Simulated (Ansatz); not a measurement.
# A point defect in TaN: N interstitial

Aim: make a N interstitial in a supercell of 32 atoms of TaN, relax it, and find its formation energy, moment and surroundings.

Method: DFT PBEsol, scalar-relativistic, plane waves, PAW, in Ansatz 0.2.0.

## 1. Starting point

It takes space group P6_3/mmc (No. 194, hexagonal). The conventional cell has a = 2.889 Å, b = 2.889 Å, c = 5.861 Å, α = 90.00°, β = 90.00°, γ = 120.00°. Ta (site symmetry -3m) is surrounded by 6 N at 2.22 Å. N (site symmetry -6m2) is surrounded by 6 Ta at 2.22 Å.

Structure file:

```
CELL_PARAMETERS angstrom
2.88947 0.00000 0.00000
-1.44473 2.50235 0.00000
0.00000 0.00000 5.86080
ATOMIC_POSITIONS crystal
Ta 0.00000 0.00000 0.00000
Ta 0.00000 0.00000 0.50000
N 0.33333 0.66667 0.25000
N 0.66667 0.33333 0.75000
```

This cell was relaxed beforehand with the same method: volume 10.59 Å³/atom, gap on the mesh none (metal).

The perfect supercell (rows -3 -1 0; 1 3 0; 1 -1 -1 in vectors of this cell) comes from an earlier run at this level (32 atoms, E(σ→0) -162995.5846 eV, gap none (metal)).

## 2. Making the defect

The extra atom is put at (0.646, 0.896, 0.375) of the supercell, the middle of a void of radius 1.82 Å. A small random displacement (spread 0.06 Å) lets the symmetry of the site break. Its neighbours are 3 Ta at 1.82 Å, 3 N at 1.82 Å.

## 3. Relaxation at the host's cell

Contents of input.yaml:

```yaml
crystal:
  lattice:
    - [-7.2236643455, -2.5023507326, 0.0]
    - [-1.4447328691, 7.5070521979, 0.0]
    - [4.3341986073, -2.5023507326, -5.8607958146]
  atoms:
    - { symbol: Ta, position: [0.5, 0.5, 0.0] }
    - { symbol: Ta, position: [0.625, 0.875, 0.0] }
    - { symbol: Ta, position: [0.125, 0.375, 0.0] }
    - { symbol: Ta, position: [0.25, 0.75, 0.0] }
    - { symbol: Ta, position: [0.375, 0.125, 0.0] }
    - { symbol: Ta, position: [0.75, 0.25, 0.0] }
    - { symbol: Ta, position: [0.875, 0.625, 0.0] }
    - { symbol: Ta, position: [0.0, 0.0, 0.0] }
    - { symbol: Ta, position: [0.25, 0.25, 0.5] }
    - { symbol: Ta, position: [0.375, 0.625, 0.5] }
    - { symbol: Ta, position: [0.8856961526, 0.1350907137, 0.5024966906] }
    - { symbol: Ta, position: [0.0, 0.5, 0.5] }
    - { symbol: Ta, position: [0.125, 0.875, 0.5] }
    - { symbol: Ta, position: [0.4928094746, 0.0004317195, 0.4918908332] }
    - { symbol: Ta, position: [0.625, 0.375, 0.5] }
    - { symbol: Ta, position: [0.769398878, 0.7616801247, 0.5192329567] }
    - { symbol: "N", position: [0.5833333333, 0.3333333333, 0.75] }
    - { symbol: "N", position: [0.7083333333, 0.7083333333, 0.75] }
    - { symbol: "N", position: [0.2083333333, 0.2083333333, 0.75] }
    - { symbol: "N", position: [0.3333333333, 0.5833333333, 0.75] }
    - { symbol: "N", position: [0.4583333333, 0.9583333333, 0.75] }
    - { symbol: "N", position: [0.8333333333, 0.0833333333, 0.75] }
    - { symbol: "N", position: [0.9583333333, 0.4583333333, 0.75] }
    - { symbol: "N", position: [0.0833333333, 0.8333333333, 0.75] }
    - { symbol: "N", position: [0.1666666667, 0.9166666667, 0.25] }
    - { symbol: "N", position: [0.2916666667, 0.2916666667, 0.25] }
    - { symbol: "N", position: [0.8024626634, 0.7909795371, 0.2515026246] }
    - { symbol: "N", position: [0.9166666667, 0.1666666667, 0.25] }
    - { symbol: "N", position: [0.0416666667, 0.5416666667, 0.25] }
    - { symbol: "N", position: [0.4252923146, 0.6719142905, 0.2475156765] }
    - { symbol: "N", position: [0.5495851139, 0.0487919864, 0.2568657404] }
    - { symbol: "N", position: [0.6666666667, 0.4166666667, 0.25] }
    - { symbol: "N", position: [0.622351219, 0.8902582818, 0.3688510286] }
basis:
  ecutwfc: 420
  xc_grid: 2
kpoints:
  mp_grid: { grid: [5, 5, 5], shift: [0.0, 0.0, 0.0] }
hamiltonian:
  xc: pbesol
scf:
  occupations: { method: gaussian, width: 0.1 }
output:
  forces: true
  stress: false
  eigenvalues: true
relax:
  adjacent_minimum: "off"
  f_tol: 0.025
  max_steps: 45
```

Started as:

```sh
ansatz run input.yaml --threads 4 --pin off --max-ram 10240MiB --backend cpu --events-out ev --progress --plain --runs-dir out
```

Before running it: what results should come out? Wanted: formation energy, neutral; nearest atoms after relaxation, one image of each, neutral.

The runs gave:

| quantity | value |
| --- | --- |
| formation energy, neutral | 5.07 eV |
| nearest atoms after relaxation, one image of each, neutral | 2 N at 2.01 Å, 1 N at 2.05 Å, 2 Ta at 2.18 Å, 4 Ta at 2.21 Å |

In words: The neutral defect costs 5.07 eV against the elements. Spin polarisation was off in the neutral run, so a moment could not show there. A cell of 32 sites leaves finite-size errors of tenths of an eV, or more where the defect fills or empties host bands. Other minima may exist. Spin-orbit coupling is left out for Ta. Spin polarisation is off in the runs that give these values; a magnetic solution could lie lower.
